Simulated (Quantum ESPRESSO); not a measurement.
Crystal: MoS2.

```
Mo S
1.0
     3.14799   -1.92978    0.00000
     3.14799    1.92978    0.00000
    -0.00310    0.00000    4.43933
Mo S
1 2
Cartesian
  0.0000 0.0000 0.0000
  4.3301 0.0000 1.2825
  1.9628 0.0000 3.1568
```

The cell comes from a database or a generator and needn't be the stable form of this composition.

Base run:

```yaml
Program: Quantum ESPRESSO 7.5
Functional: LDA
Potentials_or_basis: GBRV 1.5 LDA
Cutoff: 612 eV
Density_cutoff: 4898 eV
k_mesh: 6 × 6 × 4
Occupations: gaussian, width 0.05 eV
Spin: collinear spin, ferromagnetic start
Starting_moments: "[2.0, 0.0, 0.0] μB"
Hubbard_terms: Mo d U = 5 eV
```

Its results: band gap on the k mesh none (metal or under the smearing width); pressure -0.9 GPa; net moment 2.27 μB per cell; site moments Mo +1.83; S -0.18 μB; largest force 1.369 eV/Å.

Q: The run is repeated on the same cell with these changes: hubbard terms from Mo d U = 5 eV to Mo d U = 6 eV. What comes out?

A: Band gap on the k mesh none (metal or under the smearing width); pressure 0.5 GPa; net moment 2.35 μB per cell; site moments Mo +1.91; S -0.20 μB; largest force 1.343 eV/Å.

Caveats: forces of over 1 eV/Å show positions far from the minimum, so gaps and moduli don't describe the material at rest.
